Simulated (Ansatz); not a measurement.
How far do frozen cores hold at 0.4 of the volume?

Ansatz 0.2.0 under PBE, scalar-relativistic: all-electron LAPW against the default frozen-core PAW files and norm-conserving files, on the same cells and meshes. Each crystal is compressed to 0.4 of its own relaxed volume, with k spacings near 0.17 Å⁻¹ and smearing of 0.05 to 0.1 eV; spin polarisation is left out. The structure types needn't be the stable ones.

Question: For which of Rh (fcc), Te (simple hexagonal), Pd (sc), Si (bcc), Pd (bcc), Zn (beta tin), Zn (fcc) does the PAW pressure depart most from LAPW, and by how much?

Answer: Rh (fcc), by -0.69 %. All values:

| crystal | V (Å³/atom) | P LAPW (GPa) | PAW − LAPW (%) | energy rise, PAW − LAPW (meV/atom) | norm-conserving − LAPW (%) |
| --- | --- | --- | --- | --- | --- |
| Rh (fcc) | 5.62 | 2069 | -0.69 | -62 | 0.52 |
| Te (simple hexagonal) | 12.45 | 353.6 | 0.09 | 3 | 0.11 |
| Pd (sc) | 7.15 | 1148 | 0.08 | -13 | -0.05 |
| Si (bcc) | 5.86 | 564.6 | 0.07 | 3 | -0.51 |
| Pd (bcc) | 6.19 | 1529 | 0.12 | -10 | -0.08 |
| Zn (beta tin) | 6.93 | 467.8 | -0.10 | -1 | 1.03 |
| Zn (fcc) | 6.07 | 642.5 | -0.04 | 2 | 1.14 |
